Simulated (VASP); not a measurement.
# Sn: molecular dynamics at constant energy

Sn, Immm (no. 71), 12 atoms in the cell. PBE, molecular dynamics; PAW potentials Sn (PBE set).

Ensemble: NVE; Starting temperature (K): 1600.

## Input

INCAR:
```
GGA = PE
PREC = Normal
ENCUT = 200
EDIFF = 1E-6
NELMIN = 4
NELM = 60
ALGO = Fast
LREAL = Auto
LASPH = T
ISMEAR = -1
SIGMA = 0.069
ISYM = 0
LWAVE = F
LCHARG = F
IBRION = 0
NSW = 60
POTIM = 4.0
TEBEG = 1600
ISIF = 2
RANDOM_SEED = 493448 0 0
MDALGO = 2
SMASS = -3
KPAR = 2
```

KPOINTS:
```
k-points
0
Monkhorst-Pack
  2 2 2
```

POSCAR:
```
Sn
1.0
   -3.4530780000      3.5510940000      4.6766840000
    3.4530780000     -3.5510940000      4.6766840000
    5.1796170000      5.3266410000     -7.0150260000
Sn
12
Direct
    0.0000000000      0.0000000000      0.0000000000
    0.0000000000      0.0000000000      0.3333333333
    0.0000000000      0.0000000000      0.6666666667
    0.0000000000      0.5000000000      0.0000000000
    0.0000000000      0.5000000000      0.3333333333
    0.0000000000      0.5000000000      0.6666666667
    0.5000000000      0.0000000000      0.0000000000
    0.5000000000      0.0000000000      0.3333333333
    0.5000000000      0.0000000000      0.6666666667
    0.5000000000      0.5000000000      0.0000000000
    0.5000000000      0.5000000000      0.3333333333
    0.5000000000      0.5000000000      0.6666666667
```

Commands:
```
cat potpaw_PBE.64/Sn/POTCAR > POTCAR
mpirun -np 2 vasp_std > vasp.out
```

## Result

- Rise of the mean potential energy above the start (meV/atom): 98.7
- Mean temperature (K): 767
- Standard error of the mean temperature (K): 180
- Relative fluctuation of the kinetic energy: 0.494
- Canonical value of that fluctuation: 0.246
- Electronic steps per ionic step after the first: 4.4

Course of the run:

| Time (fs) | Temperature (K) | Potential energy less the first (meV/atom) |
|---|---|---|
| 4 | 1600 | 0.0 |
| 24 | 1520 | 9.5 |
| 40 | 1337 | 31.2 |
| 60 | 983 | 73.1 |
| 76 | 685 | 108.4 |
| 96 | 478 | 132.9 |
| 112 | 478 | 132.9 |
| 132 | 524 | 127.4 |
| 148 | 531 | 126.6 |
| 168 | 512 | 128.9 |
| 184 | 501 | 130.2 |
| 204 | 530 | 126.8 |
| 220 | 600 | 118.5 |
| 240 | 731 | 103.0 |

The mean temperature lies below the starting 1600 K, since the atoms start on their sites and part of their kinetic energy turns into potential energy.

REPORT:
```
MDALGO =   2
               SCALING =       0
                 CNEXP =     9.000   14.000
           RANDOM_SEED =            493448                0                0

   original number of atomic DOF:         33
   number of independent constraints:      0
   number of active DOF:                  33

========================================
         MD step No.       1
========================================

  Atomic velocities initialized by STEP_tb

  >Energies
                    E_tot             E_pot             E_kin               EPS                ES
   e_b>   -0.44587313E+02   -0.46862302E+02    0.22749894E+01    0.00000000E+00    0.00000000E+00

  >Temperature
               T_sim     T_inst
   tmprt>   1600.000   1600.000

  >Thermostat:
           s(n+1) sdot(n+1)      s(n)   sdot(n)        Qs
   s_b>   0.00000   0.00000   0.00000   0.00000  -3.00000

           RANDOM_SEED =            493448               72                0

[... steps left out ...]

========================================
         MD step No.      60
========================================

  >Energies
                    E_tot             E_pot             E_kin               EPS                ES
   e_b>   -0.44587744E+02   -0.45626747E+02    0.10390030E+01    0.00000000E+00    0.00000000E+00

  >Temperature
               T_sim     T_inst
   tmprt>   1600.000    730.731

  >Thermostat:
           s(n+1) sdot(n+1)      s(n)   sdot(n)        Qs
   s_b>   0.00000   0.00000   0.00000   0.00000  -3.00000

           RANDOM_SEED =            493448               72                0
```

OSZICAR:
```
N       E                     dE             d eps       ncg     rms          rms(c)
DAV:   1     0.903492390869E+02    0.90349E+02   -0.91849E+03   248   0.554E+02
DAV:   2    -0.359778575177E+02   -0.12633E+03   -0.11870E+03   284   0.113E+02
DAV:   3    -0.467768878101E+02   -0.10799E+02   -0.10453E+02   344   0.323E+01
DAV:   4    -0.470237060995E+02   -0.24682E+00   -0.24498E+00   305   0.495E+00
DAV:   5    -0.470320715395E+02   -0.83654E-02   -0.83561E-02   329   0.781E-01    0.454E+00
RMM:   6    -0.469286796139E+02    0.10339E+00   -0.26793E-02   248   0.762E-01    0.269E+00
RMM:   7    -0.468607842916E+02    0.67895E-01   -0.77361E-02   248   0.129E+00    0.136E-01
RMM:   8    -0.468621541442E+02   -0.13699E-02   -0.65756E-03   252   0.352E-01    0.231E-02
RMM:   9    -0.468622710226E+02   -0.11688E-03   -0.11237E-03   266   0.121E-01    0.873E-03
RMM:  10    -0.468622969120E+02   -0.25889E-04   -0.14673E-04   267   0.403E-02    0.312E-03
RMM:  11    -0.468623026408E+02   -0.57287E-05   -0.25475E-05   270   0.162E-02    0.143E-03
RMM:  12    -0.468623024822E+02    0.15860E-06   -0.24644E-06   171   0.527E-03
[... left out ...]
     58 T=   674. E= -.44587758E+02 F= -.45546426E+02 E0= -.45519188E+02  EK= 0.95867E+00 SP= 0.00E+00 SK= 0.00E+00
     59 T=   702. E= -.44587722E+02 F= -.45585794E+02 E0= -.45558805E+02  EK= 0.99807E+00 SP= 0.00E+00 SK= 0.00E+00
[... last step whole ...]
       N       E                     dE             d eps       ncg     rms          rms(c)
DAV:   1    -0.456267400996E+02   -0.40946E-01   -0.37936E-03   424   0.882E-01    0.238E-03
RMM:   2    -0.456267458284E+02   -0.57287E-05   -0.83152E-05   248   0.341E-02    0.114E-03
RMM:   3    -0.456267472462E+02   -0.14178E-05   -0.13542E-05   233   0.133E-02    0.889E-04
RMM:   4    -0.456267474249E+02   -0.17875E-06   -0.19339E-06   166   0.513E-03
     60 T=   731. E= -.44587744E+02 F= -.45626747E+02 E0= -.45600018E+02  EK= 0.10390E+01 SP= 0.00E+00 SK= 0.00E+00
```

Limits: 240 fs of 12 atoms are too short for converged averages.

VASP 6.6.1 took 233 s on 2 cores (AMD EPYC 7R13 (Zen 3)), a shared host.
